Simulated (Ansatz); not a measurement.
Level of theory: DFT, r²SCAN, scalar-relativistic, no spin polarisation; plane waves to 500 eV with PAW datasets (Ansatz 0.2.0), 8×8×8 k-mesh, Gaussian smearing of 0.05 eV; PAW files: Ansatz's generated set soft_2.

A crystal of composition XO2, relaxed at this level of theory, gives this pattern between 10° and 80°.

Cu Kα1 powder pattern (kinematic, no thermal factors).
```tsv
2θ (°)	relative intensity
30.40	100
35.24	21
50.69	61
60.26	42
63.24	6
74.52	9
```

Which lattice and cell does the pattern come from?

Cubic, space group Fm-3m (No. 225), a = 5.089 Å, b = 5.089 Å, c = 5.089 Å, α = 90.00°, β = 90.00°, γ = 90.00°. The line positions fix the lattice at most, not the space group, and lines under 1 % of the strongest aren't listed; this is the group of the computed cell.

The calculation on XO2, where X is one element, gave:

| Item | Value |
| --- | --- |
| Band gap | 3.89 eV |
| Smallest direct gap | 4.29 eV |
| Bader charges | X 2.72; O -1.36 e |
| Formation energy from the elements (0 K, uncorrected) | -3.69 eV/atom |
| Bulk modulus (Birch–Murnaghan) | 257 GPa |
| Pressure derivative B0′ | 4.2 |
| Shear modulus (Hill) | 116 GPa |
| Young's modulus | 302 GPa |
| Poisson's ratio | 0.30 |
| Elastically stable | yes |

Sites: X on 4a, O on 8c.

Which element is X?
A. Zr
B. Y
C. Sr
D. Nb

A. X is Zr, so the compound is ZrO2.

The start was a prototype's sites filled with these elements; the Crystallography Open Database holds the compound in this structure.

Kohn–Sham gaps of semilocal functionals lie under measured ones, often by a third or more.
